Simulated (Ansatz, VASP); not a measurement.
InO in VASP and in Ansatz

```
In O
1.0
     3.45361    0.00000    0.00000
    -1.72681    2.99092    0.00000
     0.00000    0.00000   15.87710
In O
2 2
Cartesian
  1.7268 0.9970 9.3678
  1.7268 0.9970 6.5093
  0.0000 0.0000 10.1592
  0.0000 0.0000 5.7179
```

Alike in both runs: task single point; functional PBE; k mesh 6 × 6 × 1; occupations gaussian, width 0.1 eV; no spin polarisation.

```csv
,VASP,Ansatz
version,VASP 6.6.1,Ansatz 0.2.0
potentials or method,"VASP PAW PBE potentials, release 64 (In_d, O)","scalar-relativistic, plane waves, PAW"
plane-wave cutoff (eV),520,420
valence electrons in the cell,38,38
```

```csv
,VASP,Ansatz,Ansatz less VASP
gap on the k mesh at the Fermi level (eV),0.36,0.37,+0.013
least direct gap on the mesh (eV),1.09,1.10,+0.011
rms of the force components (eV/Å),0.006,0.025,+0.0193
```

Atom by atom the forces differ by 0.019 eV/Å (rms over components).

Caveats: spin-orbit coupling is left out, which moves the levels of the heavy elements.
